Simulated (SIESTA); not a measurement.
The system is TiCo.

```
Co Ti
1.0
     2.98611    0.00000    0.00000
     0.00000    2.98611    0.00000
     0.00000    0.00000    2.98611
Co Ti
1 1
Direct
  0.50000 0.50000 0.50000
  0.00000 0.00000 0.00000
```

The cell comes from a database or a generator and needn't be the stable form of this composition.

Alike in all runs: program SIESTA 5.4.2; functional PBE; potentials or basis PseudoDojo 0.4 standard (PBE files); basis DZP (energy shift 0.003 Ry; two zetas on semicore shells); grid cutoff 800 Ry; energy shift 0.003 Ry; k mesh 9 × 9 × 9; occupations fermi-dirac, width 0.05 eV.

Starts and where they ended:

| start | free energy over the lowest (meV/atom) | net moment (μB) | site or absolute moments (μB) | gap |
| --- | --- | --- | --- | --- |
| collinear spin, ferromagnetic start of up to 2 μB; fixed moment 0 | 16.9 | 0.00 | - | - |
| collinear spin, ferromagnetic start of up to 2 μB; fixed moment 1 | 0.0 | 1.00 | Co +0.99; Ti +0.01 | - |
| collinear spin, ferromagnetic start of up to 2 μB; fixed moment 3 | 589.0 | 3.00 | Co +1.97; Ti +1.03 | - |
| collinear spin, ferromagnetic start of up to 2 μB; fixed moment 4 | 1096.0 | 4.00 | Co +2.31; Ti +1.69 | - |
| collinear spin, ferromagnetic start of up to 2 μB; fixed moment 2 | 234.6 | 2.00 | Co +1.50; Ti +0.50 | - |

All polarised runs hold their moment fixed, so the table maps the energy against it. A still lower state may exist.

Caveats: the basis of atomic orbitals isn't converged, which shifts pressures, moduli and gaps; the total moment is fixed, so each spin has its own Fermi level; the moment is held away from its start (some runs); the starting moments collapsed, and a magnetic state may lie lower (some runs).
